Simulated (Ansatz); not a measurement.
# Zirconium, A15 under BLYP: structure and ground-state energy

The plan for zirconium in the A15 structure: relax it, then solve it on a dense k-mesh. Spin polarisation is left out. The k-meshes are 5×5×5 for the relaxation; 6×6×6 for the dense run.

Method: DFT BLYP, plane waves (420 eV) with PAW, scalar-relativistic; the PAW data stem from PBE, with regenerated cores, in Ansatz 0.2.0.

### 1 Starting point

It takes space group Pm-3n (No. 223, cubic). Conventional cell: a = 5.711 Å, b = 5.711 Å, c = 5.711 Å, α = 90.00°, β = 90.00°, γ = 90.00°. Around Zr (site symmetry m-3) lie 12 Zr at 3.19 Å. Zr (site symmetry -4m2) has 6 Zr at 2.86 to 3.19 Å as nearest neighbours.

Coordinates:

```xyz
8
Lattice="5.7108 0.0000 0.0000 0.0000 5.7108 0.0000 0.0000 0.0000 5.7108" Properties=species:S:1:pos:R:3 pbc="T T T"
Zr    0.0000    0.0000    0.0000
Zr    2.8554    2.8554    2.8554
Zr    1.4277    0.0000    2.8554
Zr    4.2831    0.0000    2.8554
Zr    2.8554    1.4277    0.0000
Zr    2.8554    4.2831    0.0000
Zr    0.0000    2.8554    1.4277
Zr    0.0000    2.8554    4.2831
```

### 2 Geometry optimisation

input.yaml

```yaml
crystal:
  lattice:
    - [5.7107831915, 0.0, 0.0]
    - [0.0, 5.7107831915, 0.0]
    - [0.0, 0.0, 5.7107831915]
  atoms:
    - { symbol: Zr, position: [0.0, 0.0, 0.0] }
    - { symbol: Zr, position: [0.5, 0.5, 0.5] }
    - { symbol: Zr, position: [0.25, 0.0, 0.5] }
    - { symbol: Zr, position: [0.75, 0.0, 0.5] }
    - { symbol: Zr, position: [0.5, 0.25, 0.0] }
    - { symbol: Zr, position: [0.5, 0.75, 0.0] }
    - { symbol: Zr, position: [0.0, 0.5, 0.25] }
    - { symbol: Zr, position: [0.0, 0.5, 0.75] }
hamiltonian:
  xc: blyp
  pseudopotentials:
    kind: paw
    azcp:
      Zr: "pseudopotentials/Zr.paw.azcp"
basis:
  ecutwfc: 420
  fft_grid_basis: typed
kpoints:
  mp_grid: { grid: [5, 5, 5], shift: [0, 0, 0] }
magnetization:
  spin_polarized: false
scf:
  occupations: { method: fermi_dirac, width: 0.1 }
relax:
  max_steps: 60
  f_tol: 0.01
  cell: {}
```

On the command line:

```console
$ ansatz run input.yaml --threads 4 --pin off --max-ram 8192MiB --backend cpu --events-out ev --progress --plain --runs-dir out
```

The log of the run:

```text
Warning: RAYON_NUM_THREADS=4 ignored (pool sized by the plan → 4); use --threads N
Engine: ansatz 0.2.0, x86_64-unknown-linux-gnu
Pseudopotentials: kind: paw
Pseudopotential: Zr, paw, valence charge 12, recommended cutoff 420 eV (normal), <dir>
Functional definition: BLYP
  parameter beta = 0.0042
  parameter a = 0.04918
  parameter b = 0.132
  parameter c = 0.2533
  parameter d = 0.349
  exchange = b88_x(beta = beta)
  correlation = lyp_c(a = a, b = b, c = c, d = d)
Crystal: 8 atoms, lattice volume = 186.246 Å³
Basis set: ecut = 420 eV, 3743 PW (Γ), exchange–correlation on 80×80×80 points (8 copies of the dense FFT grid, shifted against one another)
Bands: 58, of which v1, the nominal top of the filled ones, is band 48 counted from 1 (47 counted from 0)
Symmetry: 48 space group operations
Space group: Pm-3n (ITA 223), of the structure as read, at distance tolerance 5.7e-5 Å
k-points: 10 of 125
Non-local potential: Zr, projectors of the file, l = 0: 3, l = 1: 2, l = 2: 2, l = 3: 2
PAW form: soft (Blöchl's): semilocal exchange-correlation on the pseudo side does not see the compensation charge
PAW frozen core: Zr, regenerated for the run's functional, and the local potential with it (the file was generated under x = pbe(κ = 0.804, μ = 0.2195149727645171), c = pbe(β = 0.06672455060314922))
PAW one-centre angular grid: Zr, 590 points (default); XC on 64 Gauss nodes
Initial density: superposition of atomic densities (neutral atoms: chi_scale 0, normalization atom), corrected by the library's trained network
Initial wavefunctions: pseudopotential atomic-orbital guess
Functional: x = b88, c = lyp
SCF iter   1: F=—  HF=-33571.226855 eV  |F-HF|=—  |Δ(HF+E_count)|=         —  Δρ=9.63e-3  dr2=2.76e-1  ethr=1.77e-3  ⟨swp⟩=5.3  Hψ=2262  notcnv=0
preconditioner: auto → Kerker (q_TF=auto, 2.443 Å⁻¹)  [metal: Δε(μ)=0.011 eV  Ē_g=2.288 eV  σ=0.100 eV  W_gap=0.03  n_scr=32 (ndim 8)  ℏωp=15.4 eV  f_vac=0.000  D(μ)=15.34/eV (n_scr^D=178)]
SCF iter   2: F=—  HF=-33571.179808 eV  |F-HF|=—  |Δ(HF+E_count)|=   4.70e-2  Δρ=5.30e-3  dr2=7.47e-2  ethr=2.87e-4  ⟨swp⟩=2.4  Hψ=855  notcnv=0
SCF iter   3: F=—  HF=-33571.168598 eV  |F-HF|=—  |Δ(HF+E_count)|=   1.12e-2  Δρ=2.15e-3  dr2=1.79e-2  ethr=7.78e-5  ⟨swp⟩=3.0  Hψ=1161  notcnv=0
SCF iter   4: F=—  HF=-33571.167529 eV  |F-HF|=—  |Δ(HF+E_count)|=   1.07e-3  Δρ=6.56e-4  dr2=5.87e-4  ethr=1.86e-5  ⟨swp⟩=2.0  Hψ=735  notcnv=0
SCF iter   5: F=—  HF=-33571.167823 eV  |F-HF|=—  |Δ(HF+E_count)|=   2.94e-4  Δρ=9.10e-5  dr2=1.09e-5  ethr=6.12e-7  ⟨swp⟩=2.0  Hψ=755  notcnv=0
SCF iter   6: F=—  HF=-33571.167887 eV  |F-HF|=—  |Δ(HF+E_count)|=   6.48e-5  Δρ=2.80e-5  dr2=2.12e-6  ethr=1.14e-8  ⟨swp⟩=2.0  Hψ=1086  notcnv=0
SCF iter   7: F=-33571.167888 eV  HF=-33571.167888 eV  |F-HF|=3.65e-8  |Δ(HF+E_count)|=   7.02e-7  Δρ=5.24e-6  dr2=3.94e-8  ethr=1.04e-10  ⟨swp⟩=3.0  Hψ=2191  notcnv=0
SCF 1 converged in 7 iterations: F = -33571.167888 eV  dr2 = 3.94e-8
relax step   1: F+E_penalty+E_count = -33571.16788809 eV  Δ(F+E_penalty+E_count) = +0.000e0 eV  max|allowed force component| = 6.794e-18 eV/Å  Δτ_max = 0.0000 Å  P = +2.391 GPa  Ω = 186.246 Å³  (7 SCF iters, dr2 threshold 1.00e-7 eV, accepted)
Crystal: 8 atoms, lattice volume = 198.356 Å³
Basis set: ecut = 420 eV, 3887 PW (Γ), exchange–correlation on 80×80×80 points (8 copies of the dense FFT grid, shifted against one another)
Initial density: handed on by an earlier stage of this run
Initial wavefunctions: those handed on with the density
iter 1 solved again at ethr=6.36e-6 eV; its pass at ethr=3.10e-3 eV (dr2=6.10e-3 eV) is discarded
SCF iter   1: F=—  HF=-33571.148952 eV  |F-HF|=—  |Δ(HF+E_count)|=         —  Δρ=1.37e-3  dr2=6.12e-3  ethr=6.36e-6  ⟨swp⟩=2.0  Hψ=3117  notcnv=0
preconditioner: auto → Kerker (q_TF=auto, 2.417 Å⁻¹)  [metal: Δε(μ)=0.035 eV  Ē_g=2.194 eV  σ=0.100 eV  W_gap=0.09  n_scr=56 (ndim 8)  ℏωp=14.9 eV  f_vac=0.000  D(μ)=17.22/eV (n_scr^D=202)]
SCF iter   2: F=—  HF=-33571.148356 eV  |F-HF|=—  |Δ(HF+E_count)|=   5.96e-4  Δρ=6.12e-4  dr2=4.81e-4  ethr=6.36e-6  ⟨swp⟩=2.0  Hψ=730  notcnv=0
SCF iter   3: F=—  HF=-33571.148435 eV  |F-HF|=—  |Δ(HF+E_count)|=   7.93e-5  Δρ=3.17e-4  dr2=1.74e-4  ethr=5.01e-7  ⟨swp⟩=1.7  Hψ=849  notcnv=0
SCF iter   4: F=—  HF=-33571.148448 eV  |F-HF|=—  |Δ(HF+E_count)|=   1.30e-5  Δρ=4.89e-5  dr2=6.41e-6  ethr=1.81e-7  ⟨swp⟩=2.1  Hψ=787  notcnv=0
SCF iter   5: F=-33571.148449 eV  HF=-33571.148449 eV  |F-HF|=8.03e-8  |Δ(HF+E_count)|=   7.83e-7  Δρ=1.04e-5  dr2=2.20e-7  ethr=8.33e-10  ⟨swp⟩=4.0  Hψ=1936  notcnv=0
SCF 2 converged in 5 iterations: F = -33571.148449 eV  dr2 = 2.20e-7
relax step   2: F+E_penalty+E_count = -33571.14844890 eV  Δ(F+E_penalty+E_count) = +1.944e-2 eV  max|allowed force component| = 1.265e-17 eV/Å  Δτ_max = 0.0000 Å  P = -2.625 GPa  Ω = 198.356 Å³  energy of the carried Pulay correction = -1.766e-3 eV  (5 SCF iters, dr2 threshold 8.00e-7 eV, rejected (line search))
Crystal: 8 atoms, lattice volume = 191.828 Å³
iter 1 solved again at ethr=1.53e-6 eV; its pass at ethr=3.10e-3 eV (dr2=1.47e-3 eV) is discarded
SCF iter   1: F=—  HF=-33571.206198 eV  |F-HF|=—  |Δ(HF+E_count)|=         —  Δρ=6.89e-4  dr2=1.45e-3  ethr=1.53e-6  ⟨swp⟩=2.1  Hψ=3029  notcnv=0
preconditioner: auto → Kerker (q_TF=auto, 2.431 Å⁻¹)  [metal: Δε(μ)=0.047 eV  Ē_g=2.262 eV  σ=0.100 eV  W_gap=0.12  n_scr=32 (ndim 8)  ℏωp=15.2 eV  f_vac=0.000  D(μ)=16.15/eV (n_scr^D=178)]
SCF iter   2: F=—  HF=-33571.206055 eV  |F-HF|=—  |Δ(HF+E_count)|=   1.43e-4  Δρ=3.09e-4  dr2=1.13e-4  ethr=1.51e-6  ⟨swp⟩=2.0  Hψ=730  notcnv=0
SCF iter   3: F=—  HF=-33571.206061 eV  |F-HF|=—  |Δ(HF+E_count)|=   6.26e-6  Δρ=1.51e-4  dr2=3.83e-5  ethr=1.17e-7  ⟨swp⟩=1.7  Hψ=851  notcnv=0
SCF iter   4: F=—  HF=-33571.206111 eV  |F-HF|=—  |Δ(HF+E_count)|=   5.03e-5  Δρ=2.24e-5  dr2=1.26e-6  ethr=3.99e-8  ⟨swp⟩=2.0  Hψ=746  notcnv=0
SCF iter   5: F=—  HF=-33571.206110 eV  |F-HF|=—  |Δ(HF+E_count)|=   1.66e-6  Δρ=4.64e-6  dr2=4.09e-8  ethr=1.32e-9  ⟨swp⟩=2.4  Hψ=1119  notcnv=0
SCF iter   6: F=—  HF=-33571.206110 eV  |F-HF|=—  |Δ(HF+E_count)|=   1.47e-8  Δρ=1.09e-6  dr2=2.27e-9  ethr=4.26e-11  ⟨swp⟩=2.0  Hψ=1027  notcnv=0
SCF iter   7: F=—  HF=-33571.206110 eV  |F-HF|=—  |Δ(HF+E_count)|=   1.35e-9  Δρ=2.75e-7  dr2=1.48e-10  ethr=2.37e-12  ⟨swp⟩=2.0  Hψ=756  notcnv=0
SCF iter   8: F=-33571.206110 eV  HF=-33571.206110 eV  |F-HF|=7.28e-12  |Δ(HF+E_count)|=  1.02e-10  Δρ=4.96e-8  dr2=2.89e-12  ethr=1.00e-12  ⟨swp⟩=3.8  Hψ=1667  notcnv=0
SCF 3 converged in 8 iterations: F = -33571.206110 eV  dr2 = 2.89e-12
relax step   3: F+E_penalty+E_count = -33571.20610965 eV  Δ(F+E_penalty+E_count) = -3.822e-2 eV  max|allowed force component| = 2.168e-17 eV/Å  Δτ_max = 0.0000 Å  P = -0.096 GPa  Ω = 191.828 Å³  energy of the carried Pulay correction = -8.279e-4 eV  (8 SCF iters, accepted)
Crystal: 8 atoms, lattice volume = 191.607 Å³
iter 1 solved again at ethr=2.07e-9 eV; its pass at ethr=3.10e-3 eV (dr2=1.99e-6 eV) is discarded
SCF iter   1: F=—  HF=-33571.206165 eV  |F-HF|=—  |Δ(HF+E_count)|=         —  Δρ=2.50e-5  dr2=1.87e-6  ethr=2.07e-9  ⟨swp⟩=2.2  Hψ=2544  notcnv=0
preconditioner: auto → Kerker (q_TF=auto, 2.431 Å⁻¹)  [metal: Δε(μ)=0.045 eV  Ē_g=2.264 eV  σ=0.100 eV  W_gap=0.11  n_scr=32 (ndim 8)  ℏωp=15.2 eV  f_vac=0.000  D(μ)=16.13/eV (n_scr^D=178)]
SCF iter   2: F=—  HF=-33571.206210 eV  |F-HF|=—  |Δ(HF+E_count)|=   4.51e-5  Δρ=1.11e-5  dr2=1.47e-7  ethr=1.94e-9  ⟨swp⟩=2.0  Hψ=735  notcnv=0
SCF iter   3: F=—  HF=-33571.206210 eV  |F-HF|=—  |Δ(HF+E_count)|=   9.57e-9  Δρ=5.44e-6  dr2=5.00e-8  ethr=2.38e-11  ⟨swp⟩=4.0  Hψ=1713  notcnv=0
SCF iter   4: F=-33571.206210 eV  HF=-33571.206210 eV  |F-HF|=1.31e-10  |Δ(HF+E_count)|=   3.26e-9  Δρ=8.52e-7  dr2=1.84e-9  ethr=2.38e-11  ⟨swp⟩=4.0  Hψ=1687  notcnv=0
SCF 4 converged in 4 iterations: F = -33571.206210 eV  dr2 = 1.84e-9
relax step   4: F+E_penalty+E_count = -33571.20621002 eV  Δ(F+E_penalty+E_count) = -1.004e-4 eV  max|allowed force component| = 1.699e-17 eV/Å  Δτ_max = 0.0000 Å  P = -0.003 GPa  Ω = 191.607 Å³  energy of the carried Pulay correction = -7.956e-4 eV  (4 SCF iters, dr2 threshold 2.28e-8 eV, accepted)
Initial wavefunctions: pseudopotential atomic-orbital guess (no wavefunctions were taken with the density)
iter 1 solved again at ethr=1.60e-7 eV; its pass at ethr=3.10e-3 eV (dr2=1.54e-4 eV) is discarded
SCF iter   1: F=—  HF=-33571.206947 eV  |F-HF|=—  |Δ(HF+E_count)|=         —  Δρ=4.27e-5  dr2=3.31e-7  ethr=1.60e-7  ⟨swp⟩=3.0  Hψ=3954  notcnv=0
SCF iter   2: F=—  HF=-33571.207010 eV  |F-HF|=—  |Δ(HF+E_count)|=   6.37e-5  Δρ=2.30e-5  dr2=9.87e-8  ethr=3.45e-10  ⟨swp⟩=2.0  Hψ=1086  notcnv=0
SCF iter   3: F=—  HF=-33571.207016 eV  |F-HF|=—  |Δ(HF+E_count)|=   5.77e-6  Δρ=5.35e-7  dr2=2.11e-10  ethr=1.03e-10  ⟨swp⟩=3.0  Hψ=1294  notcnv=0
SCF iter   4: F=-33571.207016 eV  HF=-33571.207016 eV  |F-HF|=7.28e-11  |Δ(HF+E_count)|=   5.92e-9  Δρ=1.73e-7  dr2=4.44e-11  ethr=1.00e-12  ⟨swp⟩=4.0  Hψ=1745  notcnv=0
SCF 5 converged in 4 iterations: F = -33571.207016 eV  dr2 = 4.44e-11
relax step   5: F+E_penalty+E_count = -33571.20701595 eV  Δ(F+E_penalty+E_count) = -8.059e-4 eV  max|allowed force component| = 1.265e-17 eV/Å  Δτ_max = 0.0000 Å  P = -0.001 GPa  Ω = 191.607 Å³  stress off target by 8.09e-4 GPa  SCF on the basis re-selected at this cell (its energy is not comparable with the rows above)  (4 SCF iters)
basis re-selected at this cell: Δ(F+E_penalty+E_count) = -8.059e-4 eV, ΔP = +0.002 GPa vs the last step (what re-selecting the basis moved, of the pressure what is left beyond the Pulay correction that the steps carried, after the strain that the cell walked since its last selection, with what the two solves' SCF thresholds leave and, on support functions, any second-order correction that the steps lacked; it is no measure of the basis error at this ecutwfc). This SCF's stress stands 8.09e-4 GPa from its target on what of the cell is left free (relax.cell.stress_tol is 5.00e-2 GPa) and its largest allowed force component is 1.26e-17 eV/Å (relax.f_tol is 1.00e-2 eV/Å): within both
SCF converged after 4 iterations
Free energy (F): -33571.207016 eV
Harris-Foulkes:  -33571.207016 eV  (|F-HF|=7.28e-11)
Internal energy: -33570.682398 eV  (E = F + TS)
E sigma→0 (E₀):  -33570.944707 eV
Entropy (-TS):   -0.524618 eV (-65.577 meV/atom)
Fermi energy:    13.698837 eV
--- Per-component energies (eV) ---
  E_band       = -772.206109
  E_kinetic    = 2665.515295
  E_local      = -5187.882343  (includes V_loc(G=0)·N_el)
  E_nonlocal   = 650.975175
  E_hartree    = 1619.556880
  E_xc         = -1268.436983
  E_vxc        = -1494.790605  (∫ρ·V_xc dr)
  E_paw        = -23759.171765  (= ΣΔE_a)
  E_vpaw       = -645.137715  (= ΣTr[D̂ρ^β])
  E_aug_tail   = 0.000216  (compensation charges beyond the density's cutoff)
  E_ewald      = -8291.886053
  E_core_change = 0.647181  (= ΣΔE_core)
  E_smearing   = -0.524618  (= −TS)
  E_closure    = 0.000000  (closes the sum)
  Σ components = -33571.207016   (vs F -33571.207016, Δ=0.00e0)
--- Forces (eV/Å), atoms counted from 1 ---
  atom   1  Zr    -0.00000000    -0.00000000    -0.00000000
  atom   2  Zr    -0.00000000     0.00000000    -0.00000000
  atom   3  Zr     0.00000000     0.00000000    -0.00000000
  atom   4  Zr     0.00000000    -0.00000000     0.00000000
  atom   5  Zr    -0.00000000    -0.00000000    -0.00000000
  atom   6  Zr     0.00000000    -0.00000000     0.00000000
  atom   7  Zr     0.00000000     0.00000000     0.00000000
  atom   8  Zr    -0.00000000    -0.00000000    -0.00000000
  max |Σ_I F_I| component: 1.04e-17 eV/Å
--- Stress (GPa, compression-positive) ---
       -0.000809      -0.000000       0.000000
       -0.000000      -0.000809       0.000000
        0.000000       0.000000      -0.000809
  P = ⅓ Tr σ = -0.0008 GPa (-0.008 kbar)
--- Relaxed structure (4 steps of the walk, 3 accepted, 1 SCFs on fresh bases) ---
  F+E_penalty+E_count = -33571.20701595 eV   max|allowed force component| = 1.265e-17 eV/Å   (the final SCF, on the basis selected at the relaxed cell)
  cell:  # Å, volume = 191.6068 Å³
    - [5.765057630539332, 2.6481536735324493e-34, -5.135813185032629e-34]
    - [2.6481536735324493e-34, 5.765057630539332, 0.0]
    - [-5.135813185032629e-34, 0.0, 5.765057630539332]
  atoms:
    - { symbol: Zr, position: [3.2604688170860734e-36, 2.239513934968212e-36, 3.8423033197984064e-38] }
    - { symbol: Zr, position: [0.5, 0.5, 0.5] }
    - { symbol: Zr, position: [0.25, 4.8303241734608484e-37, 0.5] }
    - { symbol: Zr, position: [0.75, 1.8047847593567357e-35, 0.5] }
    - { symbol: Zr, position: [0.5, 0.25, 1.2679600955334697e-36] }
    - { symbol: Zr, position: [0.5, 0.75, 3.375737916680019e-36] }
    - { symbol: Zr, position: [-6.037905216826054e-37, 0.5, 0.25] }
    - { symbol: Zr, position: [4.94010426831226e-37, 0.5, 0.75] }
```

Wall time 16 s (4 threads of Intel Xeon Platinum 8259CL at 2.50GHz (Skylake/Cascade Lake), shared host); peak memory 0.7 GiB.

Relaxation path:

```
step  energy change (meV/atom)  largest force (eV/Å)  pressure (GPa)  volume (Å³/atom)  accepted
   1                      0.00                0.0000            2.39            23.281       yes
   2                      2.43                0.0000           -2.63            24.794        no
   3                     -4.78                0.0000           -0.10            23.978       yes
   4                     -4.79                0.0000            0.00            23.951       yes
   5                     -4.89                0.0000            0.00            23.951       yes
```

Steps that repeat a cell are solved on a basis chosen anew, so their changes of energy are no gain of the relaxation.

Changes in the cell that was computed:

|  | before | after | change |
| --- | --- | --- | --- |
| a (Å) | 5.711 | 5.765 | +1.0 % |
| b (Å) | 5.711 | 5.765 | +1.0 % |
| c (Å) | 5.711 | 5.765 | +1.0 % |
| volume (Å³/atom) | 23.281 | 23.951 | +2.9 % |
| shortest distance (Å) | 2.855 | 2.883 | +1.0 % |
| space group (spins left aside) | Pm-3n | Pm-3n | same |

### 3 The energy on a finer k-mesh

input.yaml

```yaml
crystal:
  lattice:
    - [5.7650576305, 0.0, 0.0]
    - [0.0, 5.7650576305, 0.0]
    - [0.0, 0.0, 5.7650576305]
  atoms:
    - { symbol: Zr, position: [0.0, 0.0, 0.0] }
    - { symbol: Zr, position: [0.5, 0.5, 0.5] }
    - { symbol: Zr, position: [0.25, 0.0, 0.5] }
    - { symbol: Zr, position: [0.75, 0.0, 0.5] }
    - { symbol: Zr, position: [0.5, 0.25, 0.0] }
    - { symbol: Zr, position: [0.5, 0.75, 0.0] }
    - { symbol: Zr, position: [1.0, 0.5, 0.25] }
    - { symbol: Zr, position: [0.0, 0.5, 0.75] }
hamiltonian:
  xc: blyp
  pseudopotentials:
    kind: paw
    azcp:
      Zr: "pseudopotentials/Zr.paw.azcp"
basis:
  ecutwfc: 420
  fft_grid_basis: typed
kpoints:
  mp_grid: { grid: [6, 6, 6], shift: [0, 0, 0] }
magnetization:
  spin_polarized: false
scf:
  occupations: { method: fermi_dirac, width: 0.1 }
```

On the command line:

```console
$ ansatz run input.yaml --threads 4 --pin off --max-ram 8192MiB --backend cpu --events-out ev --progress --plain --runs-dir out
```

The log of the run (excerpt; [...] marks lines left out):

```text
Warning: RAYON_NUM_THREADS=4 ignored (pool sized by the plan → 4); use --threads N
[...]
[... 3 set-up lines as earlier in the session ...]
[...]
Crystal: 8 atoms, lattice volume = 191.607 Å³
Basis set: ecut = 420 eV, 3743 PW (Γ), exchange–correlation on 80×80×80 points (8 copies of the dense FFT grid, shifted against one another)
Bands: 58, of which v1, the nominal top of the filled ones, is band 48 counted from 1 (47 counted from 0)
[... 1 set-up line as earlier in the session ...]
Space group: Pm-3n (ITA 223), of the structure as read, at distance tolerance 5.8e-5 Å
k-points: 20 of 216
[...]
SCF iter   1: F=—  HF=-33571.280152 eV  |F-HF|=—  |Δ(HF+E_count)|=         —  Δρ=9.72e-3  dr2=2.95e-1  ethr=1.77e-3  ⟨swp⟩=5.3  Hψ=4451  notcnv=0
[...]
SCF iter   7: F=-33571.214418 eV  HF=-33571.214418 eV  |F-HF|=4.53e-8  |Δ(HF+E_count)|=   8.69e-7  Δρ=5.71e-6  dr2=4.76e-8  ethr=1.04e-10  ⟨swp⟩=1.6  Hψ=2794  notcnv=0
[...]
SCF converged after 7 iterations
Free energy (F): -33571.214418 eV
[...]
E sigma→0 (E₀):  -33570.952545 eV
Entropy (-TS):   -0.523745 eV (-65.468 meV/atom)
Fermi energy:    13.693659 eV
[...]
```

Wall time 3.4 s (4 threads of Intel Xeon Platinum 8259CL at 2.50GHz (Skylake/Cascade Lake), shared host); peak memory 0.73 GiB.

### 4 Summary of results

```
                      quantity                         value
space group (spins left aside)               Pm-3n (No. 223)
             conventional cell                   a = 5.765 Å
                        volume                23.951 Å³/atom
             shortest distance                       2.883 Å
               gap on the mesh  none (levels filled in part)
               relative to hcp                 +125 meV/atom
```

From the guessed start the volume grew by 2.9 % in 5 steps. Against the reference form of zirconium (hcp, computed apart with the same settings) it stands 125 meV/atom higher. No gap shows: it is a metal or semimetal at this level. The symmetry was held, so the structure may be unstable against distortions that break it.
